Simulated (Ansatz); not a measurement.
**Property card for Ga**

Level of theory: Ansatz 0.2.0, DFT PBEsol, scalar-relativistic, plane waves, PAW.

Settings: cutoff 420 eV, Γ-centred mesh 20×20×20 on the computed 1-atom cell, Gaussian smearing of 0.10 eV; no spin polarisation.

The structure is relaxed at this level of theory with its symmetry kept. This form isn't the element's structure at ambient conditions.

```xyz
1
Lattice="-1.4002 1.4002 2.2603 1.4002 -1.4002 2.2603 1.4002 1.4002 -2.2603" Properties=species:S:1:pos:R:3 pbc="T T T"
Ga    0.0000    0.0000    0.0000
```

**Question.** Formation energy from the elements' standard states (uncorrected)?

**Answer.** +0.017 eV/atom.

**Question.** Density of states at the Fermi level?

**Answer.** 0.36 states/eV per cell.

**Question.** Löwdin character within 0.5 eV of the Fermi level?

**Answer.** Ga 4p 67 %, Ga 4s 30 %.

**Question.** Bulk modulus?

**Answer.** 60 GPa.

**Question.** Its pressure derivative?

**Answer.** 4.9.

**Question.** Bader charges (e)?

**Answer.** Ga (1 in the cell) 0.00.

Cost: 9 runs of about 10 core-minutes in all, on Intel Xeon Processor @ 2.50GHz (Skylake/Cascade Lake) (shared hosts).